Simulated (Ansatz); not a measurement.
The system is SnO.

```
Sn O
1.0
     3.81370    0.00000    0.00000
     0.00000    3.81370    0.00000
     0.00000    0.00000    4.88691
Sn O
2 2
Direct
  0.50000 0.00000 0.76463
  0.00000 0.50000 0.23537
  0.00000 0.00000 0.00000
  0.50000 0.50000 0.00000
```

The cell is a database's computed one.

* Program: Ansatz 0.2.0
* Task: relaxation of cell and atoms
* Functional: r2SCAN0
* Potentials or basis: Ansatz PAW
* Cutoff: 500 eV (not typed: the program's choice for these potentials)
* k mesh: 4 × 4 × 3
* Occupations: fermi-dirac, width 0.05 eV
* Spin: no spin polarisation

At the start: volume 17.77 Å³/atom.

Q: How do energy, volume and symmetry change on relaxing?

A: It ends after 6 steps and the volume is 17.71 Å³/atom (-0.3 %); space group P4/nmm (No. 129, to 0.05 Å).

The path:
| step | energy change (eV) | largest force (eV/Å) | volume (Å³) |
| --- | --- | --- | --- |
| 1 | 0.0000 | 0.5599 | 71.08 |
| 2 | -0.0121 | 0.4844 | 71.34 |
| 3 | -0.0255 | 0.0035 | 70.42 |
| 4 | -0.0258 | 0.0019 | 70.54 |
| 5 | -0.0259 | 0.0004 | 70.83 |
| 6 | -0.0258 | 0.0004 | 70.83 |

Final structure:
```
Sn O
1.0
     3.77152    0.00000    0.00000
     0.00000    3.77152    0.00000
     0.00000    0.00000    4.97968
Sn O
2 2
Direct
  0.50000 0.00000 0.77127
  0.00000 0.50000 0.22873
  0.00000 0.00000 0.00000
  0.50000 0.50000 0.00000
```

Caveat: the k mesh is coarse (spacing up to 0.43 Å⁻¹), so the values aren't converged, least of all with exact exchange; the plane-wave basis is chosen anew once the cell has moved, so the energies of steps on either side of that aren't comparable; the PAW data sets come from PBE, with cores solved anew for the run's functional, which leaves a small shift of forces and pressure.
